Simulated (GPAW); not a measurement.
# Zn (Fm-3m) in GPAW: a series of runs

Runs on Zn. Level: PBEsol. Tasks: relaxation of cell and atoms.

Program: GPAW 26.7.0. These are calculated values, not measurements. Logs are shortened: lines on timing, memory, paths and dates and some standing lists are left out, and cuts for length are marked. The log counts tension as positive stress, the text compression.

### 1 Starting point

Symmetry: Fm-3m, No. 225, cubic system. Conventional cell: a = 3.930 Å, b = 3.930 Å, c = 3.930 Å, α = 90.00°, β = 90.00°, γ = 90.00°. Zn (site symmetry m-3m) is surrounded by 12 Zn at 2.78 Å.

This isn't the form of Zn at room conditions, which is hcp.

### 2 Relaxation of cell and atoms, PBEsol, target pressure 20 GPa, at which the enthalpy is minimised

Contents of run.py:

```python
from ase import Atoms
from ase.filters import FrechetCellFilter
from ase.io import write
from ase.optimize import BFGS
from ase.units import GPa
from gpaw import GPAW, PW, setup_paths

setup_paths.insert(0, '.')

atoms = Atoms(['Zn'],
              cell=[[0.0, 1.964776, 1.964776],
                    [1.964776, 0.0, 1.964776],
                    [1.964776, 1.964776, 0.0]],
              scaled_positions=[[0.0, 0.0, 0.0]],
              pbc=True)

calc = GPAW(mode=PW(600),
            xc='PBEsol',
            kpts={'size': (12, 12, 12), 'gamma': True},
            occupations={'name': 'fermi-dirac', 'width': 0.05},
            nbands=13,
            convergence={'density': 1e-05, 'forces': 0.0001},
            maxiter=150,
            txt='gpaw.txt')
atoms.calc = calc
opt = BFGS(FrechetCellFilter(atoms, scalar_pressure=20 * GPa), trajectory='relax.traj', logfile='-')
done = opt.run(fmax=0.02, steps=60)
calc.write('gs.gpw')
write('result.traj', atoms)
print('Converged:', done)
print('Cell:', atoms.cell.cellpar().round(4))
print('Volume:', round(atoms.get_volume(), 4))
print(atoms.get_scaled_positions().round(5))
```

Potentials or basis: PAW data sets generated in the run's folder for this functional, pw.

On the command line:

```bash
gpaw-setup -f PBEsol Zn
OMP_NUM_THREADS=1 python run.py
```

gpaw.txt:

```text
__  _  _
 | _ |_)|_||  |
 |__||  | ||/\| - 26.7.0

Input parameters:
  mode=PW(ecut=600.0),
  convergence={'density': 1e-05, 'forces': 0.0001},
  kpts=MonkhorstPack(size=(12, 12, 12), gamma=True),
  maxiter=150,
  nbands=13,
  occupations=Occupations(name='fermi-dirac', width=0.05),
  xc=XC(name='PBEsol')

Diagonalizing LCAO Hamiltonian
Converting LCAO to pw mode

       Zn

Atoms  # Å, Bohr magnetons
|   | symbol |        x |        y |        z |    initial magnetic moments |
|---|--------|----------|----------|----------|-----------------------------|
| 0 |     Zn | 0.000000 | 0.000000 | 0.000000 | ( 0.0000,  0.0000,  0.0000) |

Unit cell  # Å
| periodic |        x |        y |        z |  lengths |    angles |
|----------|----------|----------|----------|----------|-----------|
|      yes | 0.000000 | 1.964776 | 1.964776 | 2.778613 | 60.000000 |
|      yes | 1.964776 | 0.000000 | 1.964776 | 2.778613 | 60.000000 |
|      yes | 1.964776 | 1.964776 | 0.000000 | 2.778613 | 60.000000 |

Number of symmetries: 48
Symmetry operations  # r_c * U_cc + t_c -> r_c
|    | kind |            matrix            |
|----|------|------------------------------|
|  0 |  σ   |  1, 0, 0,  1, 0,-1,  1,-1, 0 |
|  1 |  C2  |  1, 0, 0,  1,-1, 0,  1, 0,-1 |
|  2 |  E   |  1, 0, 0,  0, 1, 0,  0, 0, 1 |
|  3 |  σ   |  1, 0, 0,  0, 0, 1,  0, 1, 0 |
|  4 |  C4  |  1, 0,-1,  1, 0, 0,  1,-1, 0 |
|  5 |  S6  |  1, 0,-1,  1,-1, 0,  1, 0, 0 |
|  6 |  σ   |  1, 0,-1,  0, 1,-1,  0, 0,-1 |
|  7 |  C3  |  1, 0,-1,  0, 0,-1,  0, 1,-1 |
|  8 |  S6  |  1,-1, 0,  1, 0, 0,  1, 0,-1 |
|  9 |  C4  |  1,-1, 0,  1, 0,-1,  1, 0, 0 |
| 10 |  C3  |  1,-1, 0,  0,-1, 1,  0,-1, 0 |
| 11 |  σ   |  1,-1, 0,  0,-1, 0,  0,-1, 1 |
| 12 |  σ   |  0, 1, 0,  1, 0, 0,  0, 0, 1 |
| 13 |  C4  |  0, 1, 0,  0, 1,-1, -1, 1, 0 |
| 14 |  C3  |  0, 1, 0,  0, 0, 1,  1, 0, 0 |
| 15 |  S6  |  0, 1, 0, -1, 1, 0,  0, 1,-1 |
| 16 |  C2  |  0, 1,-1,  1, 0,-1,  0, 0,-1 |
| 17 |  σ   |  0, 1,-1,  0, 1, 0, -1, 1, 0 |
| 18 |  S4  |  0, 1,-1,  0, 0,-1,  1, 0,-1 |
| 19 |  C4  |  0, 1,-1, -1, 1, 0,  0, 1, 0 |
| 20 |  C3  |  0, 0, 1,  1, 0, 0,  0, 1, 0 |
| 21 |  σ   |  0, 0, 1,  0, 1, 0,  1, 0, 0 |
| 22 |  S6  |  0, 0, 1,  0,-1, 1, -1, 0, 1 |
| 23 |  C4  |  0, 0, 1, -1, 0, 1,  0,-1, 1 |
| 24 |  S4  |  0, 0,-1,  1, 0,-1,  0, 1,-1 |
| 25 |  C3  |  0, 0,-1,  0, 1,-1,  1, 0,-1 |
| 26 |  C2  |  0, 0,-1,  0,-1, 0, -1, 0, 0 |
| 27 |  S6  |  0, 0,-1, -1, 0, 0,  0,-1, 0 |
| 28 |  S4  |  0,-1, 1,  1,-1, 0,  0,-1, 0 |
| 29 |  C4  |  0,-1, 1,  0, 0, 1, -1, 0, 1 |
| 30 |  C2  |  0,-1, 1,  0,-1, 0,  1,-1, 0 |
| 31 |  σ   |  0,-1, 1, -1, 0, 1,  0, 0, 1 |
| 32 |  C3  |  0,-1, 0,  1,-1, 0,  0,-1, 1 |
| 33 |  S6  |  0,-1, 0,  0, 0,-1, -1, 0, 0 |
[... 155 lines left out ...]
Fermi level: 6.415
Eigenvalues  # (at kpt = [-0.000, -0.000, -0.000])
| band index |      eig [eV] | occ [0-2] |
|------------|---------------|-----------|
|          0 |        -3.888 |     2.000 |
|          1 |        -1.094 |     2.000 |
|          2 |        -1.094 |     2.000 |
|          3 |        -1.094 |     2.000 |
|          4 |        -0.713 |     2.000 |
|          5 |        -0.713 |     2.000 |
|          6 |        24.669 |     0.000 |
|          7 |        24.669 |     0.000 |
|          8 |        24.669 |     0.000 |
|          9 |        25.150 |     0.000 |
|         10 |        27.231 |     0.000 |
|         11 |        27.231 |     0.000 |
|         12 |        27.231 |     0.000 |

No gap
No difference between direct/indirect transitions

Stress tensor  # eV/Ang^3
|         x |         y |         z |
|-----------|-----------|-----------|
|  0.033667 | -0.000000 | -0.000000 |
| -0.000000 |  0.033667 | -0.000000 |
| -0.000000 | -0.000000 |  0.033667 |

Forces  # eV/Ang
|       x |        y |        z |
|---------|----------|----------|
| 0.00000 | -0.00000 | -0.00000 |  # Zn   0

Interpolating wave functions to new cell

       Zn

Atoms  # Å, Bohr magnetons
|   | symbol |         x |         y |         z |    initial magnetic moments |
|---|--------|-----------|-----------|-----------|-----------------------------|
| 0 |     Zn | -0.000000 | -0.000000 | -0.000000 | ( 0.0000,  0.0000,  0.0000) |

Unit cell  # Å
| periodic |        x |        y |        z |  lengths |    angles |
|----------|----------|----------|----------|----------|-----------|
|      yes | 0.000000 | 1.898437 | 1.898437 | 2.684796 | 60.000000 |
|      yes | 1.898437 | 0.000000 | 1.898437 | 2.684796 | 60.000000 |
|      yes | 1.898437 | 1.898437 | 0.000000 | 2.684796 | 60.000000 |

Number of symmetries: 48
Symmetry operations  # r_c * U_cc + t_c -> r_c
|    | kind |            matrix            |
|----|------|------------------------------|
|  0 |  σ   |  1, 0, 0,  1, 0,-1,  1,-1, 0 |
|  1 |  C2  |  1, 0, 0,  1,-1, 0,  1, 0,-1 |
|  2 |  E   |  1, 0, 0,  0, 1, 0,  0, 0, 1 |
|  3 |  σ   |  1, 0, 0,  0, 0, 1,  0, 1, 0 |
|  4 |  C4  |  1, 0,-1,  1, 0, 0,  1,-1, 0 |
|  5 |  S6  |  1, 0,-1,  1,-1, 0,  1, 0, 0 |
|  6 |  σ   |  1, 0,-1,  0, 1,-1,  0, 0,-1 |
|  7 |  C3  |  1, 0,-1,  0, 0,-1,  0, 1,-1 |
|  8 |  S6  |  1,-1, 0,  1, 0, 0,  1, 0,-1 |
|  9 |  C4  |  1,-1, 0,  1, 0,-1,  1, 0, 0 |
| 10 |  C3  |  1,-1, 0,  0,-1, 1,  0,-1, 0 |
| 11 |  σ   |  1,-1, 0,  0,-1, 0,  0,-1, 1 |
| 12 |  σ   |  0, 1, 0,  1, 0, 0,  0, 0, 1 |
| 13 |  C4  |  0, 1, 0,  0, 1,-1, -1, 1, 0 |
| 14 |  C3  |  0, 1, 0,  0, 0, 1,  1, 0, 0 |
| 15 |  S6  |  0, 1, 0, -1, 1, 0,  0, 1,-1 |
| 16 |  C2  |  0, 1,-1,  1, 0,-1,  0, 0,-1 |
| 17 |  σ   |  0, 1,-1,  0, 1, 0, -1, 1, 0 |
| 18 |  S4  |  0, 1,-1,  0, 0,-1,  1, 0,-1 |
| 19 |  C4  |  0, 1,-1, -1, 1, 0,  0, 1, 0 |
| 20 |  C3  |  0, 0, 1,  1, 0, 0,  0, 1, 0 |
| 21 |  σ   |  0, 0, 1,  0, 1, 0,  1, 0, 0 |
| 22 |  S6  |  0, 0, 1,  0,-1, 1, -1, 0, 1 |
| 23 |  C4  |  0, 0, 1, -1, 0, 1,  0,-1, 1 |
| 24 |  S4  |  0, 0,-1,  1, 0,-1,  0, 1,-1 |
| 25 |  C3  |  0, 0,-1,  0, 1,-1,  1, 0,-1 |
| 26 |  C2  |  0, 0,-1,  0,-1, 0, -1, 0, 0 |
| 27 |  S6  |  0, 0,-1, -1, 0, 0,  0,-1, 0 |
| 28 |  S4  |  0,-1, 1,  1,-1, 0,  0,-1, 0 |
| 29 |  C4  |  0,-1, 1,  0, 0, 1, -1, 0, 1 |
| 30 |  C2  |  0,-1, 1,  0,-1, 0,  1,-1, 0 |
| 31 |  σ   |  0,-1, 1, -1, 0, 1,  0, 0, 1 |
| 32 |  C3  |  0,-1, 0,  1,-1, 0,  0,-1, 1 |
| 33 |  S6  |  0,-1, 0,  0, 0,-1, -1, 0, 0 |
[... 173 lines left out ...]
No gap
No difference between direct/indirect transitions

Stress tensor  # eV/Ang^3
|         x |         y |         z |
|-----------|-----------|-----------|
| -0.016285 |  0.000000 |  0.000000 |
|  0.000000 | -0.016285 | -0.000000 |
|  0.000000 | -0.000000 | -0.016285 |

Forces  # eV/Ang
|       x |       y |       z |
|---------|---------|---------|
| 0.00000 | 0.00000 | 0.00000 |  # Zn   0

Interpolating wave functions to new cell

       Zn

Atoms  # Å, Bohr magnetons
|   | symbol |        x |         y |        z |    initial magnetic moments |
|---|--------|----------|-----------|----------|-----------------------------|
| 0 |     Zn | 0.000000 | -0.000000 | 0.000000 | ( 0.0000,  0.0000,  0.0000) |

Unit cell  # Å
| periodic |         x |        y |         z |  lengths |    angles |
|----------|-----------|----------|-----------|----------|-----------|
|      yes | -0.000000 | 1.795913 |  1.795913 | 2.539805 | 60.000000 |
|      yes |  1.795913 | 0.000000 |  1.795913 | 2.539805 | 60.000000 |
|      yes |  1.795913 | 1.795913 | -0.000000 | 2.539805 | 60.000000 |

Number of symmetries: 48
Symmetry operations  # r_c * U_cc + t_c -> r_c
|    | kind |            matrix            |
|----|------|------------------------------|
|  0 |  σ   |  1, 0, 0,  1, 0,-1,  1,-1, 0 |
|  1 |  C2  |  1, 0, 0,  1,-1, 0,  1, 0,-1 |
|  2 |  E   |  1, 0, 0,  0, 1, 0,  0, 0, 1 |
|  3 |  σ   |  1, 0, 0,  0, 0, 1,  0, 1, 0 |
|  4 |  C4  |  1, 0,-1,  1, 0, 0,  1,-1, 0 |
|  5 |  S6  |  1, 0,-1,  1,-1, 0,  1, 0, 0 |
|  6 |  σ   |  1, 0,-1,  0, 1,-1,  0, 0,-1 |
|  7 |  C3  |  1, 0,-1,  0, 0,-1,  0, 1,-1 |
|  8 |  S6  |  1,-1, 0,  1, 0, 0,  1, 0,-1 |
|  9 |  C4  |  1,-1, 0,  1, 0,-1,  1, 0, 0 |
| 10 |  C3  |  1,-1, 0,  0,-1, 1,  0,-1, 0 |
| 11 |  σ   |  1,-1, 0,  0,-1, 0,  0,-1, 1 |
| 12 |  σ   |  0, 1, 0,  1, 0, 0,  0, 0, 1 |
| 13 |  C4  |  0, 1, 0,  0, 1,-1, -1, 1, 0 |
| 14 |  C3  |  0, 1, 0,  0, 0, 1,  1, 0, 0 |
| 15 |  S6  |  0, 1, 0, -1, 1, 0,  0, 1,-1 |
| 16 |  C2  |  0, 1,-1,  1, 0,-1,  0, 0,-1 |
| 17 |  σ   |  0, 1,-1,  0, 1, 0, -1, 1, 0 |
| 18 |  S4  |  0, 1,-1,  0, 0,-1,  1, 0,-1 |
| 19 |  C4  |  0, 1,-1, -1, 1, 0,  0, 1, 0 |
| 20 |  C3  |  0, 0, 1,  1, 0, 0,  0, 1, 0 |
| 21 |  σ   |  0, 0, 1,  0, 1, 0,  1, 0, 0 |
| 22 |  S6  |  0, 0, 1,  0,-1, 1, -1, 0, 1 |
| 23 |  C4  |  0, 0, 1, -1, 0, 1,  0,-1, 1 |
| 24 |  S4  |  0, 0,-1,  1, 0,-1,  0, 1,-1 |
| 25 |  C3  |  0, 0,-1,  0, 1,-1,  1, 0,-1 |
| 26 |  C2  |  0, 0,-1,  0,-1, 0, -1, 0, 0 |
| 27 |  S6  |  0, 0,-1, -1, 0, 0,  0,-1, 0 |
| 28 |  S4  |  0,-1, 1,  1,-1, 0,  0,-1, 0 |
[... 601 lines left out ...]
xc functional:
  name: PBEsol with 2 nearest neighbor stencil

convergence criteria:
- Maximum integral of absolute [dens]ity change: 1e-05 electrons / valence electron
- Maximum change in the atomic [forces] across last 2 cycles: 0.0001 eV/Ang OR
Maximum error relative to the maximum force is below inf
- Maximum [total energy] change in last 3 cyles: 0.0005 eV / valence electron
- Maximum integral of absolute [eigenst]ate change: 4e-08 eV^2 / valence electron
maximum number of iterations: 150

SCF iterations
|iter     | |      energy | eigst |  dens |force |
|---------|-|-------------|-------|-------|------|
|iter:   1| |   -1.529972 | -2.37 |       |      |
|iter:   2| |   -1.529898 | -5.33 | -2.74 |      |
|iter:   3| |   -1.529677c| -4.71 | -2.79 |      |
|iter:   4| |   -1.529670c| -6.23 | -3.41 |      |
|iter:   5| |   -1.529670c| -6.21 | -3.66 |      |
|iter:   6| |   -1.529670c| -8.46c| -4.61 |      |
|iter:   7| |   -1.529670c| -8.47c| -4.78 |      |
|iter:   8| |   -1.529670c|-10.17c| -6.62c|      |
|iter:   9| |   -1.529670c|-10.38c| -7.00c|-25.27c|

Converged in 9 steps
Energy contributions relative to reference atoms: (reference = -48822.745610)

Energy contributions:
  Kinetic:           1.146242
  Coulomb:           1.805872
  Zero:             -0.044053
  External:          0.000000
  Xc:               -4.436970
  Entropy:          -0.001520
  Spinorbit:         0.000000
  ----------------------------
  Free energy:      -1.530430
  Extrapolated:     -1.529670

dipole moment: (-7.077592, -7.077592, -7.077592)  # |e|*Ang

Fermi level: 9.302
Eigenvalues  # (at kpt = [-0.000, -0.000, -0.000])
| band index |      eig [eV] | occ [0-2] |
|------------|---------------|-----------|
|          0 |        -3.171 |     2.000 |
|          1 |         0.872 |     2.000 |
|          2 |         0.872 |     2.000 |
|          3 |         0.872 |     2.000 |
|          4 |         1.448 |     2.000 |
|          5 |         1.448 |     2.000 |
|          6 |        29.465 |     0.000 |
|          7 |        30.620 |     0.000 |
|          8 |        30.620 |     0.000 |
|          9 |        30.620 |     0.000 |
|         10 |        32.789 |     0.000 |
|         11 |        32.789 |     0.000 |
|         12 |        32.789 |     0.000 |

No gap
No difference between direct/indirect transitions

Stress tensor  # eV/Ang^3
|         x |         y |         z |
|-----------|-----------|-----------|
| -0.124475 |  0.000000 | -0.000000 |
|  0.000000 | -0.124475 | -0.000000 |
| -0.000000 | -0.000000 | -0.124475 |

Forces  # eV/Ang
|        x |        y |        z |
|----------|----------|----------|
| -0.00000 | -0.00000 | -0.00000 |  # Zn   0

# Writing to gs.gpw (mode='')
```

Wall time 32 s (1 thread of Arm Neoverse V2, shared host); peak memory 0.18 GiB.

What came out:

```
Free energy                                            : -1.5304 eV
Relaxed volume                                         : 12.11 Å³/atom
Relaxed cell                                           : a = 2.577 Å, b = 2.577 Å, c = 2.577 Å, α = 60.00°, β = 60.00°, γ = 60.00°
Space group after relaxing (to 0.05 Å)                 : Fm-3m (No. 225)
Energy change on relaxing (the enthalpy is what falls) : +83.5 meV/atom
Ionic steps                                            : 5
Pressure after relaxing                                : 19.9 GPa
Band gap on the k mesh                                 : none (metal or under the smearing width)
```

The path:
| step | energy change (eV) | largest force (eV/Å) | pressure (GPa) | volume (Å³) |
| --- | --- | --- | --- | --- |
| 1 | 0.0000 | 0.0000 | -5.39 | 15.17 |
| 2 | -0.0172 | 0.0000 | 2.61 | 13.68 |
| 3 | 0.1629 | 0.0000 | 28.92 | 11.58 |
| 4 | 0.0743 | 0.0000 | 18.79 | 12.18 |
| 5 | 0.0835 | 0.0000 | 19.94 | 12.11 |

Final structure:
```
Zn
1.0
     0.00000    1.82253    1.82253
     1.82253    0.00000    1.82253
     1.82253    1.82253    0.00000
Zn
1
Direct
  0.00000 0.00000 0.00000
```

Levels at points of the mesh, in eV from the Fermi level:
```csv
k point,band 3,band 4,band 5,band 6,band 7,band 8,band 9
"(0.00, 0.00, 0.00)",-8.43,-8.43,-7.85,-7.85,20.16,21.32,21.32
"(0.50, 0.50, 0.00)",-7.45,-7.33,-7.33,-1.79,2.49,9.42,9.42
"(0.50, 0.50, 0.50)",-8.44,-7.43,-7.43,-4.11,-1.08,17.86,17.86
```

Caveat: later steps reuse the first step's grids; the volume moved by over 15 % at a fixed basis, so the end points are rough.

### 3 Relaxation of cell and atoms, PBEsol, target pressure 30 GPa, at which the enthalpy is minimised

Edit run.py of step 2 so:

```diff
@@ -25,3 +25,3 @@
 atoms.calc = calc
-opt = BFGS(FrechetCellFilter(atoms, scalar_pressure=20 * GPa), trajectory='relax.traj', logfile='-')
+opt = BFGS(FrechetCellFilter(atoms, scalar_pressure=30 * GPa), trajectory='relax.traj', logfile='-')
 done = opt.run(fmax=0.02, steps=60)
```

Potentials or basis: PAW data sets generated in the run's folder for this functional, pw.

On the command line:

```bash
gpaw-setup -f PBEsol Zn
OMP_NUM_THREADS=1 python run.py
```

Wall time 32 s (1 thread of Arm Neoverse V2, shared host); peak memory 0.18 GiB.

It converged, with:

```
Free energy                                            : -1.4415 eV
Relaxed volume                                         : 11.53 Å³/atom
Relaxed cell                                           : a = 2.536 Å, b = 2.536 Å, c = 2.536 Å, α = 60.00°, β = 60.00°, γ = 60.00°
Space group after relaxing (to 0.05 Å)                 : Fm-3m (No. 225)
Energy change on relaxing (the enthalpy is what falls) : +172.6 meV/atom
Ionic steps                                            : 5
Pressure after relaxing                                : 29.9 GPa
Band gap on the k mesh                                 : none (metal or under the smearing width)
```

Step by step:
```csv
step,energy change (eV),largest force (eV/Å),pressure (GPa),volume (Å³)
1,0.0000,0.0000,-5.39,15.17
2,-0.0010,0.0000,7.23,13.14
3,0.2998,0.0000,42.44,10.97
4,0.1592,0.0000,28.53,11.61
5,0.1726,0.0000,29.93,11.53
```

Final structure:
```cif
data_structure
_symmetry_space_group_name_H-M 'P 1'
_symmetry_Int_Tables_number 1
_cell_length_a 2.5360
_cell_length_b 2.5360
_cell_length_c 2.5360
_cell_angle_alpha 60.000
_cell_angle_beta 60.000
_cell_angle_gamma 60.000
_cell_volume 11.53
loop_
_atom_site_label
_atom_site_type_symbol
_atom_site_fract_x
_atom_site_fract_y
_atom_site_fract_z
_atom_site_occupancy
Zn1 Zn 0.00000 0.00000 0.00000 1
```

Levels at points of the mesh, in eV from the Fermi level:
| k point | band 4 | band 5 | band 6 | band 7 | band 8 | band 9 |
| --- | --- | --- | --- | --- | --- | --- |
| (0.00, 0.00, 0.00) | -8.71 | -8.08 | -8.08 | 20.43 | 21.97 | 21.97 |
| (0.50, 0.50, 0.00) | -7.51 | -7.51 | -2.03 | 2.61 | 9.60 | 9.60 |
| (0.50, 0.50, 0.50) | -7.63 | -7.63 | -4.45 | -1.05 | 18.45 | 18.45 |

Caveat: later steps reuse the first step's grids; the volume moved by over 15 % at a fixed basis, so the end points are rough.
